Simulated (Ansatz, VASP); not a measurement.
## BN in VASP and in Ansatz

File INCAR:

```
SYSTEM = BN
ALGO = Fast
EDIFF = 1E-6
EDIFFG = -0.01
ENCUT = 600
IBRION = 2
ISIF = 3
ISMEAR = -1
LASPH = .TRUE.
LCHARG = .FALSE.
LREAL = .FALSE.
LWAVE = .FALSE.
NELM = 80
NSW = 60
PREC = Accurate
SIGMA = 0.05
```

The input KPOINTS:

```
k-points
0
G
  12 12 12
  0 0 0
```

Contents of POSCAR:

```
BN
1.0
    1.2511217832      0.7223354983      3.3729344033
   -1.2511217832      0.7223354983      3.3729344033
    0.0000000000     -1.4446709966      3.3729344033
N B
1 1
Direct
    0.6672382000      0.6672382000      0.6672382000
    0.0003288000      0.0003288000      0.0003288000
```

File input.yaml:

```yaml
crystal:
  lattice:
    - [1.2511217832, 0.7223354983, 3.3729344033]
    - [-1.2511217832, 0.7223354983, 3.3729344033]
    - [0.0, -1.4446709966, 3.3729344033]
  atoms:
    - { symbol: "N", position: [0.6672382, 0.6672382, 0.6672382] }
    - { symbol: B, position: [0.0003288, 0.0003288, 0.0003288] }
hamiltonian:
  xc: lda
  pseudopotentials: { kind: paw }
kpoints:
  mp_grid: { grid: [12, 12, 12] }
scf:
  occupations: { method: fermi_dirac, width: 0.05 }
output:
  forces: true
  stress: true
  eigenvalues: true
  write_density: true
  write_potential: true
  elf: true
  volumetric_format: npy
relax:
  f_tol: 0.01
  max_steps: 40
  cell: { stress_tol: 0.05 }
```

The cell is a database's computed one.

Alike in both runs: task relaxation of cell and atoms; functional LDA; k mesh 12 × 12 × 12; occupations fermi-dirac, width 0.05 eV; no spin polarisation.

```csv
,VASP,Ansatz
version,VASP 6.6.1,Ansatz 0.2.0
potentials or method,"VASP PAW LDA potentials, release 64 (N, B)",Ansatz PAW
plane-wave cutoff (eV),600,420
valence electrons in the cell,8,8
```

|  | VASP | Ansatz | Ansatz less VASP |
| --- | --- | --- | --- |
| gap on the k mesh at the Fermi level, each at its own relaxed structure (eV) | 3.99 | 4.04 | +0.048 |
| relaxed volume (Å³/atom) | 8.59 | 8.65 | +0.060 |
| relaxed cell length with the largest relative difference (Å) | 3.507 | 3.530 | +0.0234 |
| energy change over the relaxation (meV/atom) | -4 | -3 | +0.4 |

Caveats: the plane-wave basis is chosen anew once the cell has moved, so the energies of steps on either side of that aren't comparable (Ansatz); the pressure holds a Pulay correction of +0.8 GPa for the finite cutoff (Ansatz); the PAW data sets come from PBE, with cores solved anew for the run's functional, which leaves a small shift of forces and pressure (Ansatz). A k mesh can miss the band edges.
